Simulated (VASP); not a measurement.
# Ca in VASP: notebook

One sheet, Ca, is run at these levels: PBE; tasks: single point.

All numbers are computed with VASP 6.6.1; they aren't measurements. Logs are shortened: lines on timing, memory, paths and dates and some standing lists are left out, and cuts for length are marked.

## Step 1: The structure

The cell holds a sheet with vacuum, 3 atoms: a = 7.317 Å, b = 7.317 Å, c = 23.800 Å, α = 90.00°, β = 90.00°, γ = 90.00°.

The cell was built by a generator and needn't be a form met in nature.

## Step 2: Single point, PBE

File INCAR:

```
PREC = Accurate
ENCUT = 520
EDIFF = 1E-6
ISMEAR = 0
SIGMA = 0.1
LREAL = F
LASPH = T
NELM = 100
ALGO = Fast
ISIF = 2
LWAVE = F
LCHARG = F
LDIPOL = T
IDIPOL = 3
DIPOL = 0.5 0.5 0.294
GGA = PE
NBANDS = 22
```

File KPOINTS:

```
regular mesh
0
Gamma
  8 8 1
```

File POSCAR:

```
Ca
1.0
    7.3174639256      0.0000000000      0.0000000000
    0.0000000000      7.3174639256      0.0000000000
    0.0000000000      0.0000000000     23.8000000000
Ca
3
Direct
    0.0000000000      0.5000000000      0.2941176471
    0.5000000000      0.0000000000      0.2941176471
    0.0000000000      0.0000000000      0.2941176471
```

Potentials or basis: VASP PAW PBE potentials, release 64 (Ca_sv).

On the command line:

```sh
$ cat potpaw_PBE.64/Ca_sv/POTCAR > POTCAR
$ mpirun -np 1 vasp_std > vasp.out
```

OUTCAR:

```text
PREC = Accurate
   ENCUT = 520
   EDIFF = 1E-6
   ISMEAR = 0
   LREAL = F
   LASPH = T
   NELM = 100
   ISIF = 2
   GGA = PE

 ion  position               nearest neighbor table
   1  0.000  0.500  0.294-
   2  0.500  0.000  0.294-
   3  0.000  0.000  0.294-

  LATTYP: Found a simple tetragonal cell.
 ALAT       =     7.3174639256
 C/A-ratio  =     3.2524929732

  Lattice vectors:

 A1 = (   7.3174639256,   0.0000000000,   0.0000000000)
 A2 = (   0.0000000000,   7.3174639256,   0.0000000000)
 A3 = (   0.0000000000,   0.0000000000,  23.8000000000)

Analysis of symmetry for initial positions (statically):
=====================================================================
 Subroutine PRICEL returns:
 Original cell was already a primitive cell.

 Routine SETGRP: Setting up the symmetry group for a
 simple tetragonal supercell.

 Subroutine GETGRP returns: Found 16 space group operations
 (whereof  8 operations were pure point group operations)
 out of a pool of 16 trial point group operations.

The static configuration has the point symmetry C_4v.
 The point group associated with its full space group is D_4h.

Analysis of symmetry for dynamics (positions and initial velocities):
=====================================================================
 Subroutine PRICEL returns:
 Original cell was already a primitive cell.

 Routine SETGRP: Setting up the symmetry group for a
 simple tetragonal supercell.

 Subroutine GETGRP returns: Found 16 space group operations
 (whereof  8 operations were pure point group operations)
 out of a pool of 16 trial point group operations.

The dynamic configuration has the point symmetry C_4v.
 The point group associated with its full space group is D_4h.

 Subroutine INISYM returns: Found 16 space group operations
 (whereof  8 operations are pure point group operations),
 and found     1 'primitive' translations

----------------------------------------------------------------------------------------

                                     Primitive cell

  volume of cell :    1274.3776

  direct lattice vectors                    reciprocal lattice vectors
     7.317463926  0.000000000  0.000000000     0.136659369  0.000000000  0.000000000
     0.000000000  7.317463926  0.000000000     0.000000000  0.136659369  0.000000000
     0.000000000  0.000000000 23.800000000     0.000000000  0.000000000  0.042016807

  length of vectors
     7.317463926  7.317463926 23.800000000     0.136659369  0.136659369  0.042016807

  position of ions in fractional coordinates (direct lattice)
     0.000000000  0.500000000  0.294117647
     0.500000000  0.000000000  0.294117647
     0.000000000  0.000000000  0.294117647

  ion indices of the primitive-cell ions
   primitive index   ion index
                 1           1
                 2           2
                 3           3

----------------------------------------------------------------------------------------

 KPOINTS: regular mesh

Automatic generation of k-mesh.
 Grid dimensions read from file:
 generate k-points for:    8    8    1

 Generating k-lattice:

  Cartesian coordinates                     Fractional coordinates (reciprocal lattice)
     0.017082421  0.000000000  0.000000000     0.125000000  0.000000000  0.000000000
     0.000000000  0.017082421  0.000000000     0.000000000  0.125000000  0.000000000
     0.000000000  0.000000000  0.042016807     0.000000000  0.000000000  1.000000000

  Length of vectors
     0.017082421  0.017082421  0.042016807

  Shift w.r.t. Gamma in fractional coordinates (k-lattice)
     0.000000000  0.000000000  0.000000000

 Subroutine IBZKPT returns following result:
 ===========================================

 Found     15 irreducible k-points:

 Following reciprocal coordinates:
            Coordinates               Weight
  0.000000  0.000000  0.000000      1.000000
  0.125000  0.000000  0.000000      4.000000
  0.250000  0.000000  0.000000      4.000000
  0.375000  0.000000  0.000000      4.000000
  0.500000  0.000000  0.000000      2.000000
  0.125000  0.125000  0.000000      4.000000
  0.250000  0.125000  0.000000      8.000000
  0.375000  0.125000  0.000000      8.000000
  0.500000  0.125000  0.000000      4.000000
  0.250000  0.250000  0.000000      4.000000
  0.375000  0.250000  0.000000      8.000000
  0.500000  0.250000  0.000000      4.000000
  0.375000  0.375000  0.000000      4.000000
  0.500000  0.375000  0.000000      4.000000
  0.500000  0.500000  0.000000      1.000000
   k-points           NKPTS =     15   k-points in BZ     NKDIM =     15   number of bands    NBANDS=     22
   number of dos      NEDOS =    301   number of ions     NIONS =      3
   total plane-waves  NPLWV = 524880
   dimension x,y,z NGX =    54 NGY =   54 NGZ =  180
   dimension x,y,z NGXF=   108 NGYF=  108 NGZF=  360
   ions per type =               3
   NGX,Y,Z   is equivalent  to a cutoff of  12.27, 12.27, 12.57 a.u.
   NGXF,Y,Z  is equivalent  to a cutoff of  24.54, 24.54, 25.15 a.u.
 SYSTEM =  unknown system
   PREC   = accura    normal or accurate (medium, high low for compatibility)
   ISTART =      0    job   : 0-new  1-cont  2-samecut
   ICHARG =      2    charge: 1-file 2-atom 10-const
   ISPIN  =      1    spin polarized calculation?
   LNONCOLLINEAR =      F non collinear calculations
   LSORBIT =      F    spin-orbit coupling
   LASPH  =      T    aspherical Exc in radial PAW
   ENCUT  =  520.0 eV  38.22 Ry    6.18 a.u.  13.61 13.61 44.25*2*pi/ulx,y,z
   NELM   =    100;   NELMIN=  2; NELMDL= -5     # of ELM steps
   EDIFF  = 0.1E-05   stopping-criterion for ELM
   LREAL  =      F    real-space projection
   EDIFFG = 0.1E-04   stopping-criterion for IOM
   NSW    =      0    number of steps for IOM
   IBRION =     -1    ionic relax: 0-MD 1-quasi-New 2-CG
   NFREE  =      0    steps in history (QN), initial steepest desc. (CG)
   ISIF   =      2    stress and relaxation
   ISYM   =      2    0-nonsym 1-usesym 2-fastsym
   POTIM  = 0.5000    time-step for ionic-motion
   TEBEG  =    0.0;   TEEND  =   0.0 temperature during run
   PSTRESS=    0.0 pullay stress
   NELECT =      30.0000    total number of electrons
   NUPDOWN=      -1.0000    fix difference up-down
   EMIN   =  10.00;   EMAX   =-10.00  energy-range for DOS
   EFERMI =   0.00;   METHOD = LEGACY
   ISMEAR =     0;   SIGMA  =   0.10  broadening in eV -4-tet -1-fermi 0-gaus
   EFERMI_NEDOS =   21; number of points for ismear=-14 and -15
   IALGO  =     68    algorithm
   IMIX   =      4    mixing-type and parameters
     AMIX     =   0.40;   BMIX     =  1.00
     AMIX_MAG =   1.60;   BMIX_MAG =  1.00
  volume/ion in A,a.u.               =     424.79      2866.64
  Fermi-wavevector in a.u.,A,eV,Ry     =   0.469190  0.886641  2.995183  0.220140
  Thomas-Fermi vector in A             =   1.460591
   LORBIT       =      0    0 simple, 1 ext, 2 COOP (PROOUT), +10 PAW based schemes
   GGA     = PE    functional components
   LHFCALC =     F    Hartree Fock is set to
   AEXX    =    0.0000 exact exchange contribution
   IVDW    =     0    specifies the selected vdW correction
   LEPSILON=     F    determine dielectric tensor
   LRPA    =     F    only Hartree local field effects (RPA)
 non-spin polarized calculation
 RMM-DIIS sequential band-by-band and
 Gauss-broadening in eV      SIGMA  =   0.10
  energy-cutoff  :      520.00
  volume of cell :     1274.38
 maximum number of plane-waves:     34401
   NGX = 27   NGY = 27   NGZ = 89

 dipolmoment           0.000000      0.000000      0.000001 electrons x Angstroem

 number of electron      30.0000002 magnetization

 dipolmoment           0.000000      0.000000     -0.000004 electrons x Angstroem

 Free energy of the ion-electron system (eV)
  ---------------------------------------------------
  ext. energy  EPLUGINS =         0.00000000
  ---------------------------------------------------
  free energy    TOTEN  =        -2.04975696 eV

  energy without entropy =       -2.01718161  energy(sigma->0) =       -2.03346928

 E-fermi :  -1.9992     XC(G=0):  -1.5068

 val. band max:       -2.0497116695   @ k =   0.3750   0.3750   0.0000
 cond. band min:      -1.9792812016   @ k =   0.5000   0.2500   0.0000
 fundamental gap:      0.0704304680
 Fermi energy:        -1.9992264802

 k-point     1 :       0.0000    0.0000    0.0000
  band No.  band energies     occupation
      1     -45.6357      2.00000
      2     -45.6355      2.00000
      3     -45.0596      2.00000
      4     -26.6907      2.00000
      5     -26.6902      2.00000
      6     -26.5626      2.00000
[... 14 lines left out ...]
     21      -1.5784      0.00000
     22      -1.2835      0.00000

 k-point     2 :       0.1250    0.0000    0.0000
  band No.  band energies     occupation
      1     -45.6357      2.00000
      2     -45.6355      2.00000
      3     -45.0596      2.00000
      4     -26.6907      2.00000
      5     -26.6903      2.00000
      6     -26.5626      2.00000
[... 14 lines left out ...]
     21      -1.5097      0.00000
     22      -1.2442      0.00000

 k-point     3 :       0.2500    0.0000    0.0000
  band No.  band energies     occupation
      1     -45.6357      2.00000
      2     -45.6356      2.00000
      3     -45.0596      2.00000
      4     -26.6906      2.00000
      5     -26.6903      2.00000
      6     -26.5626      2.00000
[... 14 lines left out ...]
     21      -1.3863      0.00000
     22      -1.1472      0.00000
[... 251 lines left out ...]
 k-point    14 :       0.5000    0.3750    0.0000
  band No.  band energies     occupation
      1     -45.6356      2.00000
      2     -45.6356      2.00000
      3     -45.0597      2.00000
      4     -26.6904      2.00000
      5     -26.6904      2.00000
      6     -26.5635      2.00000
[... 14 lines left out ...]
     21      -1.0095      0.00000
     22      -0.9972      0.00000

 k-point    15 :       0.5000    0.5000    0.0000
  band No.  band energies     occupation
      1     -45.6356      2.00000
      2     -45.6356      2.00000
      3     -45.0597      2.00000
      4     -26.6904      2.00000
      5     -26.6904      2.00000
      6     -26.5636      2.00000
[... 14 lines left out ...]
     21      -0.9786      0.00000
     22      -0.9403      0.00000

------------------------ aborting loop because EDIFF is reached ----------------------------------------

 vacuum level on the upper side and lower side of the slab       (xc-potential included)        -0.081        -0.082

  FORCE on cell =-STRESS in cart. coord.  units (eV):
  Direction    XX          YY          ZZ          XY          YZ          ZX
  --------------------------------------------------------------------------------------
  -------------------------------------------------------------------------------------
  Total        0.0133732      0.0133732     -0.0190743      0.0000000      0.0000000      0.0000000
  in kB        0.0168131      0.0168131     -0.0239806      0.0000000      0.0000000      0.0000000
  external PRESSURE =       0.0032152 kB  Pullay stress =       0.0000000 kB

 VOLUME and BASIS-vectors are now :
 -----------------------------------------------------------------------------
  energy-cutoff  :      520.00
  volume of cell :     1274.38
      direct lattice vectors                 reciprocal lattice vectors
     7.317463926  0.000000000  0.000000000     0.136659369  0.000000000  0.000000000
     0.000000000  7.317463926  0.000000000     0.000000000  0.136659369  0.000000000
     0.000000000  0.000000000 23.800000000     0.000000000  0.000000000  0.042016807

 POSITION                                       TOTAL-FORCE (eV/Angst)
 -----------------------------------------------------------------------------------
      0.00000      3.65873      7.00000         0.000000      0.000000      0.000000
      3.65873      0.00000      7.00000         0.000000     -0.000000      0.000000
      0.00000      0.00000      7.00000         0.000000     -0.000000     -0.000000
 -----------------------------------------------------------------------------------
    total drift:                                0.000000      0.000000     -0.000012

  FREE ENERGIE OF THE ION-ELECTRON SYSTEM (eV)
  ---------------------------------------------------
  free  energy   TOTEN  =        -2.0497569624 eV

  energy  without entropy=       -2.0171816059  energy(sigma->0) =       -2.03346928

 vacuum level on the upper side and lower side of the slab         0.508         0.508
```

Run time: 9.8 min. Hardware: 1 thread of Intel Xeon 6975P-C (Granite Rapids), shared host; peak memory 1.1 GiB.

Results:

| Property | Result |
| --- | --- |
| Free energy | -2.0498 eV |
| Band gap on the k mesh | none (metal or under the smearing width) |

[end of part 1 of 2]
